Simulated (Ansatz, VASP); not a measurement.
GaP in VASP and in Ansatz

The input INCAR:

```
SYSTEM = GaP
ALGO = Normal
EDIFF = 1E-6
ENCUT = 520
GGA = PE
ISIF = 2
ISMEAR = -1
LASPH = .TRUE.
LCHARG = .FALSE.
LREAL = .FALSE.
LWAVE = .FALSE.
NBANDS = 16
NELM = 60
PREC = Accurate
SIGMA = 0.1
```

File KPOINTS:

```
k-points
0
G
  12 12 12
  0 0 0
```

File POSCAR:

```
GaP
1.0
    0.0000000000      2.3724671838      2.3724671838
    2.3724671838      0.0000000000      2.3724671838
    2.3724671838      2.3724671838      0.0000000000
Ga P
1 1
Direct
    0.0000000000      0.0000000000      0.0000000000
    0.2500000000      0.2500000000      0.2500000000
```

Input for Ansatz:

```yaml
crystal:
  lattice:
    - [0.0, 2.3724671838, 2.3724671838]
    - [2.3724671838, 0.0, 2.3724671838]
    - [2.3724671838, 2.3724671838, 0.0]
  atoms:
    - { symbol: Ga, position: [0.0, 0.0, 0.0] }
    - { symbol: P, position: [0.25, 0.25, 0.25] }
kpoints:
  mp_grid: { grid: [12, 12, 12] }
  band_path:
    path:
      - [0.0, 0.0, 0.0]
      - [-0.5, -0.5, 0.0]
      - [-0.375, -0.375, 0.25]
      - [-0.375, 0.0, 0.375]
      - [0.0, 0.0, 0.0]
      - [0.0, 0.0, 0.5]
      - [-0.5, -0.25, 0.25]
      - [-0.5, -0.5, 0.0]
    npoints: 8
scf:
  occupations: { method: fermi_dirac, width: 0.1 }
hamiltonian:
  xc: pbe
  pseudopotentials: { kind: paw }
output:
  forces: true
  stress: true
  eigenvalues: true
  populations: true
  dos: { projected: true, de: 0.2, e_range: [-14, 8] }
```

Change from the starting cell: volume scaled by 0.64, PAW files.

Alike in both runs: task single point; functional PBE; k mesh 12 × 12 × 12; occupations fermi-dirac, width 0.1 eV; no spin polarisation.

|  | VASP | Ansatz |
| --- | --- | --- |
| version | VASP 6.6.1 | Ansatz 0.2.0 |
| potentials or method | VASP PAW PBE potentials, release 64 (Ga_d, P) | PAW with Ansatz's default frozen-core files, scalar-relativistic |
| plane-wave cutoff (eV) | 520 | 420 |
| valence electrons in the cell | 18 | 18 |

Ansatz gave:

| Item | Value |
| --- | --- |
| pressure (GPa) | 89.8 |

Question: What did VASP give for the same quantities?

Answer: Pressure (GPa): 89.0.

Caveats: the cell as given lies far from equilibrium; so large a pressure means that the cell lies far from this level's equilibrium, or that cutoff or potentials fall short (VASP).
